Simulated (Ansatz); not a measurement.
SrCl2 (CdI2 type), relaxed with r2SCAN+rVV10 in Ansatz 0.2.0: the symmetry is P-3m1 (No. 164, trigonal); a = 4.407 Å, c = 5.596 Å in the conventional setting, 31.38 Å³ an atom. Sr has 6 Cl at 2.90 Å; Cl has 3 Sr at 2.90 Å. The primitive cell holds 3 atoms in 94.13 Å³. All values are calculated for a non-magnetic cell, which may be hypothetical.

Computed values: PBE gives a gap of 5.16 eV and PBE0 (25 % exact exchange) 7.19 eV; one over PBE's mean ε∞ is 0.375. HSE06+SOC (6×6×4) gives a least gap of 6.45 eV, direct.

**Question.** What is the density?

**Answer.** The cell holds 1 Sr, 2 Cl: M = 1×87.620 + 2×35.450 = 158.52 u in V = 94.13 Å³. ρ = 1.66054 × M/V = 1.66054 × 158.52/94.13 = 2.796 g/cm³, for the static r2SCAN+rVV10 lattice.

**Question.** Taking the gap as linear in the share of unscreened exchange, estimate the gap of the hybrid whose share is 1/ε∞.

**Answer.** The slope is (7.19 − 5.16)/0.25 = 8.12 eV per unit share, so E_g ≈ 5.16 + 8.12 × 0.375 = 8.21 eV. The run with that share gives 8.22 eV (6×6×4 mesh), +0.01 eV from the straight line.

**Question.** At what wavelength does absorption set in by HSE06+SOC, excitons left aside?

**Answer.** λ = 1239.84 eV nm/E: 192 nm for the least gap. That lies in the ultraviolet, so by this gap the crystal is transparent to visible light.

Only the levels marked +SOC include spin-orbit coupling.

The meshes of the hybrids are coarse, so their gaps aren't converged to the digits shown.
